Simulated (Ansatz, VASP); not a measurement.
## B in VASP and in Ansatz

```
B
1.0
     1.47022   -2.66182    0.00000
     1.47022    2.66182    0.00000
     0.00000    0.00000    3.26313
B
4
Cartesian
  1.4702 -0.8315 1.3365
  1.4702 1.8304 0.2951
  1.4702 0.8315 1.9267
  1.4702 -1.8304 2.9680
```

Alike in both runs: task relaxation of cell and atoms; functional PBE; k mesh 18 × 18 × 14; occupations gaussian, width 0.1 eV; no spin polarisation.

```csv
,VASP,Ansatz
version,VASP 6.6.1,Ansatz 0.2.0
potentials or method,"VASP PAW PBE potentials, release 64 (B)","scalar-relativistic, plane waves, PAW"
plane-wave cutoff (eV),600,420
valence electrons in the cell,12,12
```

|  | VASP | Ansatz | Ansatz less VASP |
| --- | --- | --- | --- |
| gap on the k mesh at the Fermi level, each at its own relaxed structure (eV) | none | none | - |
| relaxed volume (Å³/atom) | 6.38 | 6.38 | 0.000 |
| relaxed cell length with the largest relative difference (Å) | 3.263 | 3.263 | +0.0004 |

A gap of «none» marks a metal or a gap that the smearing closes.
